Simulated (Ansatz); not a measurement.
# ZnCu: scans of the energy surface

The task here is to estimate one member of a computed series from the others.

Program: Ansatz 0.2.0. Level of theory: DFT PBE, scalar-relativistic, plane waves, PAW. These are calculated values, not measurements.

**Starting point**

It takes space group Cmmm (No. 65, orthorhombic). The conventional cell has a = 2.976 Å, b = 4.243 Å, c = 4.141 Å, α = 90.00°, β = 90.00°, γ = 90.00°. Around Zn (site symmetry mmm) lie 4 Cu at 2.55 Å and 4 Zn at 2.59 Å. Cu (site symmetry mmm) is surrounded by 4 Zn at 2.55 Å and 4 Cu at 2.59 Å.

As a file:

```cif
data_structure
_symmetry_space_group_name_H-M 'Cmmm'
_symmetry_Int_Tables_number 65
_cell_length_a 2.9761
_cell_length_b 4.2426
_cell_length_c 4.1407
_cell_angle_alpha 90.000
_cell_angle_beta 90.000
_cell_angle_gamma 90.000
_cell_volume 52.28
loop_
_atom_site_label
_atom_site_type_symbol
_atom_site_symmetry_multiplicity
_atom_site_Wyckoff_symbol
_atom_site_fract_x
_atom_site_fract_y
_atom_site_fract_z
_atom_site_occupancy
Zn1 Zn 2 c 0.50000 0.00000 0.50000 1
Cu1 Cu 2 a 0.00000 0.00000 0.00000 1
```

The structure comes from the Materials Project (structure only).

Set-up of the first run:

The input, input.yaml:

```yaml
crystal:
  lattice:
    - [1.488039, -2.121279, 0.0]
    - [1.488039, 2.121279, 0.0]
    - [0.0, 0.0, 4.140746]
  atoms:
    - { symbol: Zn, position: [0.5, 0.5, 0.5] }
    - { symbol: Cu, position: [0.0, 0.0, 0.0] }
basis:
  ecutwfc: 420
kpoints:
  mp_grid: { grid: [8, 8, 4] }
hamiltonian:
  xc: pbe
scf:
  occupations: { method: gaussian, width: 0.1 }
output:
  forces: true
  stress: true
  eigenvalues: true
```

Steps of the session up to this table: Quick check of gap, pressure and forces; The reference: the undisturbed cell on the scan's mesh; x = -0.500 Å; At x = 0.375 Å; x = -0.250 Å; At ρ = 0.850; ρ = 1.200; At ρ = 0.920; At ρ = 1.100; At ρ = 0.960.

One table of the session follows, with a row left open; its other results are not shown here.

```
    ρ  ΔE (meV/atom)  pressure (GPa)
0.850           68.8             3.1
0.920           18.8             1.2
0.960              ?               ?
1.000            0.0             0.2
1.100           35.0             1.0
1.200          126.9             4.1
```

Estimate the missing values for ρ = 0.960.

Worked estimate for «ΔE (meV/atom)». A straight line through the neighbours (0.920, 18.8) and (1.000, 0.0) gives 18.8 + (0.0 − 18.8) × (0.960 − 0.920) / (1.000 − 0.920) = 9.4; a parabola fitted to 4 rows on both sides gives 4.2.

The run gave: ΔE (meV/atom): 4.0; pressure (GPa): 0.5. In «ΔE (meV/atom)» the line misses by +5.4 and the parabola by +0.2.
